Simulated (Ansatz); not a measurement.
Crystal: Ag.

```xyz
1
Lattice="-1.6557 1.6557 1.6557 1.6557 -1.6557 1.6557 1.6557 1.6557 -1.6557" Properties=species:S:1:pos:R:3 pbc="T T T"
Ag    0.0000    0.0000    0.0000
```

This isn't the form of Ag at room conditions, which is fcc.

```yaml
Program: Ansatz 0.2.0
Task: single point
Functional: PBEsol
Potentials_or_basis: all-electron LAPW, scalar-relativistic
Cutoff: 245 eV (chosen from the basis error)
Basis_error_allowed: 0.001 eV/atom
k_mesh: 11 × 11 × 11
Occupations: fermi-dirac, width 0.05 eV
Spin: no spin polarisation
```

On this cell: pressure -7.3 GPa; band gap on the k mesh none (metal or under the smearing width).

The same run follows on a disturbed copy (cell strained at random at fixed volume):

```xyz
1
Lattice="-1.6674 1.7097 1.6780 1.6448 -1.6625 1.6082 1.6497 1.6448 -1.6308" Properties=species:S:1:pos:R:3 pbc="T T T"
Ag   -0.0324    0.0239   -0.0218
```

**Question.** What does the disturbed cell give?

**Answer.** The energy (extrapolated to zero smearing) moves by +2.2 meV/atom; pressure -7.2 GPa; band gap on the k mesh none (metal or under the smearing width).

Stress tensor (GPa, compression positive):
```
-7.31  0.47  0.59
 0.47 -6.99 -1.40
 0.59 -1.40 -7.43
```
